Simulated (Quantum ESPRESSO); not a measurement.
A run of Quantum ESPRESSO 7.5 is set up as follows.

File pw.in:

```
&CONTROL
  calculation = 'scf'
  prefix = 'pwscf'
  outdir = './tmp'
  pseudo_dir = './pseudo'
  tprnfor = .true.
  tstress = .true.
  disk_io = 'low'
/
&SYSTEM
  ibrav = 0
  nat = 2
  ntyp = 2
  ecutwfc = 56
  ecutrho = 448
  nbnd = 20
  occupations = 'smearing'
  smearing = 'fd'
  degauss = 0.00367493
/
&ELECTRONS
  conv_thr = 4d-10
  electron_maxstep = 120
  mixing_beta = 0.5
/
ATOMIC_SPECIES
Ag   107.8682 ag_pbesol_v1.4.uspp.F.UPF
Cl    35.4500 cl_pbesol_v1.4.uspp.F.UPF
CELL_PARAMETERS angstrom
   0.0000000000    2.7350000000    2.7350000000
   2.7350000000    0.0000000000    2.7350000000
   2.7350000000    2.7350000000    0.0000000000
ATOMIC_POSITIONS crystal
Ag     0.0000000000    0.0000000000    0.0000000000
Cl     0.5000000000    0.5000000000    0.5000000000
K_POINTS automatic
8 8 8 0 0 0
```

Contents of pp_density.in:

```
&INPUTPP
  prefix = 'pwscf'
  outdir = './tmp'
  filplot = 'density.dat'
  plot_num = 0
/
&PLOT
  nfile = 1
  filepp(1) = 'density.dat'
  iflag = 3
  output_format = 6
  fileout = 'density.cube'
/
```

pp_potential.in

```
&INPUTPP
  prefix = 'pwscf'
  outdir = './tmp'
  filplot = 'potential.dat'
  plot_num = 11
/
&PLOT
  nfile = 1
  filepp(1) = 'potential.dat'
  iflag = 3
  output_format = 6
  fileout = 'potential.cube'
/
```

Potentials or basis: GBRV 1.5 PBEsol.

Launch:

```sh
$ OMP_NUM_THREADS=1 mpirun -n 2 pw.x -nk 2 -in pw.in > pw.out
$ OMP_NUM_THREADS=1 mpirun -n 1 pp.x -in pp_density.in > pp_density.out
$ OMP_NUM_THREADS=1 mpirun -n 1 pp.x -in pp_potential.in > pp_potential.out
```

Question: Estimate the pressure.

Answer: -0.9 GPa.

Question: What does it give for the band gap on the k mesh?

Answer: 0.72 eV, indirect (least direct gap 3.18 eV).

**Experimental background.**

From a printed reference work, data compilation, for a bulk crystal of AgCl: band gap 3.249 eV (indirect).

A measured gap of AgCl is 3.249 eV (indirect; a printed reference work, data compilation); the calculated 0.72 eV misses it by -2.53 eV. So large a miss can be the level of theory's own, or it may mean another phase, state or a wrong row. Spin-orbit coupling on Ag is left out. The value is that of PBEsol on a finite k mesh, which can miss the band edges, without temperature or zero-point motion. Semilocal functionals fall short of measured gaps as a rule.
